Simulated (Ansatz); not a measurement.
**ZrS$_{2}$: experiment and calculation**

**Measured values to compare with.**

From “High temperature equilibrium of 3D and 2D chalcogenide perovskites”, 2022, arxiv:2212.01429, for a bulk crystal of ZrS2: lattice constant a 3.663 Å; lattice constant c 5.821 Å.

“Stress-Tuned Optical Transitions in Layered 1T-MX2 (M= Hf, Zr, Sn; X= S, Se) Crystals”, 2022, arxiv:2210.12074 quotes, for a bulk crystal of ZrS2: band gap 1.68 eV (indirect).

The results are compared with them further down.

Theory: DFT PBEsol+D3(BJ), scalar-relativistic, plane waves, PAW in Ansatz.

Plane waves to 420 eV, a k mesh through Γ of 12×12×6 on the computed 3-atom cell and Gaussian smearing (0.01 eV); no spin polarisation.

Relaxed structure, symmetry kept:

```xyz
3
Lattice="3.5782 0.0000 0.0000 -1.7891 3.0988 0.0000 0.0000 0.0000 5.5411" Properties=species:S:1:pos:R:3 pbc="T T T"
Zr    0.0000    0.0000    0.0000
S     1.7891    1.0329    4.0745
S     0.0000    2.0659    1.4666
```

| Property | Result |
| --- | --- |
| Space group | P-3m1 (No. 164) |
| Volume per atom | 20.48 Å³ |
| Kohn–Sham band gap | 0.29 eV, indirect from Γ to L |
| Löwdin character of the top 1 eV of the valence band | S 3p 90 %, Zr 4d 8 % |
| Löwdin character of the lowest 1 eV of the conduction band | Zr 4d 71 %, S 3p 22 % |
| Electron masses at the edge by Cartesian direction of the standard setting (m_e; degenerate bands sorted by energy; no spin-orbit coupling) | x: 0.26; y: 0.88; z: 0.76 |
| Hole masses at the edge by Cartesian direction of the standard setting (m_e; degenerate bands sorted by energy; no spin-orbit coupling) | x: 2.2; y: 2.2; z: 0.18 |
| Bulk modulus | 43 GPa |
| Its pressure derivative | 7.8 |
| Electronic dielectric constant xx, yy, zz of the standard setting (independent particles) | 14.4, 14.4, 11.6 |
| Bader charges (e) | Zr (1 in the cell) 2.00, S (2 in the cell) -1.00 |

Against the measured lattice constant a of ZrS2, 3.663 Å (quoted in the paper above), the calculated 3.578 Å is off by -2.3 %. Against the measured lattice constant c of ZrS2, 5.821 Å (quoted in the paper above), the calculated 5.541 Å is off by -4.8 %. The calculation is for 0 K without zero-point motion. Against the measured band gap of ZrS2, 1.68 eV (indirect; quoted in the paper above), the calculated 0.29 eV is off by -1.39 eV. So large a miss may mean another phase, state or a wrong row. Kohn–Sham gaps of semilocal functionals fall short of measured ones as a rule; spin-orbit coupling, left out here, would usually lower the calculated gap of a compound with heavy elements.

Cost: 12 runs of about 5 core-minutes in all, on Intel Xeon Platinum 8488C (Sapphire Rapids) (shared hosts).